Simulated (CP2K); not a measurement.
Tc:

```
Tc
1.0
     2.74000    0.00000    0.00000
    -1.37000    2.37291    0.00000
     0.00000    0.00000    4.39800
Tc
2
Direct
  0.66667 0.33333 0.75000
  0.33333 0.66667 0.25000
```

Base run:

* Program: CP2K 2026.2
* Functional: optB88-vdW
* Potentials or basis: POTENTIAL_UZH Tc GTH-PBE-q15; TZVP-MOLOPT-PBE-GTH basis
* Density cutoff: 9184 eV
* k mesh: 11 × 11 × 6
* Occupations: fermi-dirac, width 0.05 eV
* Spin: no spin polarisation

Its results: band gap on the k mesh none (metal or under the smearing width); pressure 7.5 GPa.

**Question.** After a change of settings the same cell gave: band gap on the k mesh none (metal or under the smearing width); pressure -0.2 GPa. Which change was it?
A. functional from optB88-vdW to WC
B. functional from optB88-vdW to BEEF-vdW
C. functional from optB88-vdW to LDA
D. functional from optB88-vdW to PBEsol

**Answer.** A.

Caveats: the potentials were made for another functional, which shifts forces and pressure; the basis of atomic orbitals isn't converged, which shifts pressures, moduli and gaps.

Runs at the PBE level aren't shown here.
